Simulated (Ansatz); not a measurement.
## Effect of isotropic strain +2.12 % on ZnTe

The reference is ZnTe in the zinc blende structure (space group F-43m, No. 216; a = 6.179 Å).

The change: an isotropic linear strain of +2.12 %, atoms relaxed at fixed cell.

Calculations: PBE/PAW in Ansatz (an electronic-structure program), no spin-orbit coupling. Settings: 9×9×9 k-points, 0.05 eV Fermi–Dirac smearing.

| quantity | base | changed | shift |
|---|---|---|---|
| volume per atom | 29.49 Å³ | 31.41 Å³ | +1.92 Å³ |
| space group | F-43m (No. 216) | F-43m (No. 216) | – |
| shortest interatomic distance | 2.676 Å | 2.732 Å | +0.0567 Å |
| energy relative to the base (free energy F) | 0 meV/atom | +15 meV/atom | +15 meV/atom |
| pressure | 0.00 GPa | -2.35 GPa | -2.35 GPa |
| band gap | 1.08 eV | 0.80 eV | -0.28 eV |
| gap character | direct at Γ | direct at Γ | – |
| mean gap deformation potential ΔEg/Δln V | – | -4.4 eV | – |
| width of the top valence band | 2.43 eV | 2.17 eV | -0.26 eV |
| electron mass | 0.077 mₑ (at Γ) | 0.062 mₑ (at Γ) | – |
| valley order (the lowest conduction-band minima on the path, energy above the VBM, named in the base's zone) | Γ 1.08 eV; L along ⟨111⟩ 1.74 eV; a point along ⟨100⟩, about 0.9 Å⁻¹ from Γ 2.28 eV | Γ 0.80 eV; L along ⟨111⟩ 1.65 eV; a point along ⟨100⟩, about 0.9 Å⁻¹ from Γ 2.33 eV | – |

Final structure:

```
CELL_PARAMETERS angstrom
      0.00000     3.15505     3.15505
      3.15505     0.00000     3.15505
      3.15505     3.15505     0.00000
ATOMIC_POSITIONS crystal
  Te 0.75000 0.75000 0.75000
  Zn 0.00000 0.00000 0.00000
```

Cost of the whole job for the changed cell (relaxation, final SCF and bands): very roughly 17 core-seconds.

With Te present, leaving out spin-orbit coupling can change the band edges. Effective masses come from finite differences of ±0.01 Å⁻¹. Stability against distortions was not tested.
